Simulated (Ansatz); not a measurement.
**Stability checks on a candidate for Sc5AlN6**

It was reached by relaxing an invented guess, and it needn't be the stable form of this composition.

Computed with DFT PBE, scalar-relativistic, plane waves, PAW (Ansatz 0.2.0). Cutoff 420 eV, Γ-centred 12×12×4 mesh (12-atom cell), Gaussian smearing of 0.01 eV, no spin polarisation.

```cif
data_structure
_symmetry_space_group_name_H-M 'P 1'
_symmetry_Int_Tables_number 1
_cell_length_a 3.1605
_cell_length_b 3.1605
_cell_length_c 13.2943
_cell_angle_alpha 90.000
_cell_angle_beta 90.000
_cell_angle_gamma 90.000
_cell_volume 132.79
loop_
_atom_site_label
_atom_site_type_symbol
_atom_site_fract_x
_atom_site_fract_y
_atom_site_fract_z
_atom_site_occupancy
Sc1 Sc 0.00000 0.00000 0.65877 1
Sc2 Sc 0.00000 0.00000 0.34123 1
Sc3 Sc 0.50000 0.50000 0.17060 1
Sc4 Sc 0.00000 0.00000 0.00000 1
Sc5 Sc 0.50000 0.50000 0.82940 1
Al1 Al 0.50000 0.50000 0.50000 1
N1 N 0.00000 0.00000 0.50000 1
N2 N 0.50000 0.50000 0.34409 1
N3 N 0.00000 0.00000 0.16994 1
N4 N 0.50000 0.50000 0.00000 1
N5 N 0.00000 0.00000 0.83006 1
N6 N 0.50000 0.50000 0.65590 1
```

The zero of energy is the elements' standard structures at the same level (N₂ as a molecule); no fitted shifts are applied.

**Question.** These tests were run: energy against the elements; phonons on a 2×2×1 q mesh. What do they show?

**Answer.**

| test | result |
| --- | --- |
| energy against the elements | −1.720 eV/atom |
| phonons on a 2×2×1 q mesh | imaginary modes down to 105i cm⁻¹ |

It fails one test: phonons on a 2×2×1 q mesh. So it isn't even a local minimum.

The run for the phonons used a 12×12×4 k mesh.
